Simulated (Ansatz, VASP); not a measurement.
## Two plane-wave programs on ZnCu

Contents of INCAR:

```
PREC = Accurate
ENCUT = 520
EDIFF = 1E-8
ISMEAR = -1
SIGMA = 0.05
LREAL = F
LASPH = T
NELM = 80
ALGO = Normal
ISIF = 2
LWAVE = F
LCHARG = F
GGA = PE
LEFG = T
NBANDS = 18
```

File KPOINTS:

```
regular mesh
0
Gamma
  14 14 14
```

Contents of POSCAR:

```
ZnCu
1.0
    2.8853925032      0.0000000000      0.0000000000
    0.0000000000      2.8853925032      0.0000000000
    0.0000000000      0.0000000000      2.8853925032
Zn Cu
1 1
Direct
    0.5000000000      0.5000000000      0.5000000000
    0.0000000000      0.0000000000      0.0000000000
```

Input for Ansatz:

```yaml
crystal:
  lattice:
    - [2.8853925032, 0.0, 0.0]
    - [0.0, 2.8853925032, 0.0]
    - [0.0, 0.0, 2.8853925032]
  atoms:
    - { symbol: Zn, position: [0.5, 0.5, 0.5] }
    - { symbol: Cu, position: [0.0, 0.0, 0.0] }
kpoints:
  mp_grid: { grid: [14, 14, 14] }
scf:
  occupations: { method: fermi_dirac, width: 0.05 }
hamiltonian:
  xc: pbe
  pseudopotentials: { kind: paw }
output:
  forces: true
  stress: true
  eigenvalues: true
  efg: { contact_densities: true }
```

Change from the starting cell: volume scaled by 0.9405, PAW files.

Alike in both runs: task electric field gradients; functional PBE; k mesh 14 × 14 × 14; occupations fermi-dirac, width 0.05 eV; no spin polarisation.

|  | VASP | Ansatz |
| --- | --- | --- |
| version | VASP 6.6.1 | Ansatz 0.2.0 |
| potentials or method | VASP PAW PBE potentials, release 64 (Zn, Cu) | PAW with Ansatz's default frozen-core files, scalar-relativistic |
| plane-wave cutoff (eV) | 520 | 420 |
| valence electrons in the cell | 23 | 31 |

Ansatz gave:

| Property | Result |
| --- | --- |
| pressure (GPa) | 11.3 |
| Vzz of the field gradient on the site that differs most (V/Å²) | 0.0 |

Q: Estimate VASP's values.

A: Pressure (GPa): 11.9; Vzz of the field gradient on the site that differs most (V/Å²): 0.0.

The two sets of potentials don't hold the same shells in valence.
